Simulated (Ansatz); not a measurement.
Input and command of a plane-wave DFT calculation in Ansatz:

```yaml
crystal:
  lattice:
    - [0.0, 2.45052, 2.35976]
    - [2.45052, 0.0, 2.35976]
    - [2.45052, 2.45052, 0.0]
  atoms:
    - { symbol: B, position: [0.0, 0.0, 0.0] }
    - { symbol: P, position: [0.75, 0.75, 0.75] }
basis:
  ecutwfc: 500
kpoints:
  mp_grid: { grid: [10, 10, 10] }
hamiltonian:
  xc: r2scan
scf:
  occupations: { method: gaussian, width: 0.05 }
output:
  forces: true
  stress: true
  eigenvalues: true
```

```bash
ansatz run input.yaml --threads 1 --pin off --max-ram 2560MiB --backend cpu --events-out ev --progress --plain --runs-dir out
```

Processor: Intel(R) Xeon(R) Processor @ 2.70GHz, 1 thread, on a host shared with other jobs.

Q: Estimate time, memory and problem size.

A: About 5.3 s on 1 thread of Intel(R) Xeon(R) Processor @ 2.70GHz (shared host), peak memory 0.41 GiB. It solves 8 bands at 102 k points (the mesh reduced by symmetry) with about 725 plane waves, in 6 SCF iterations.
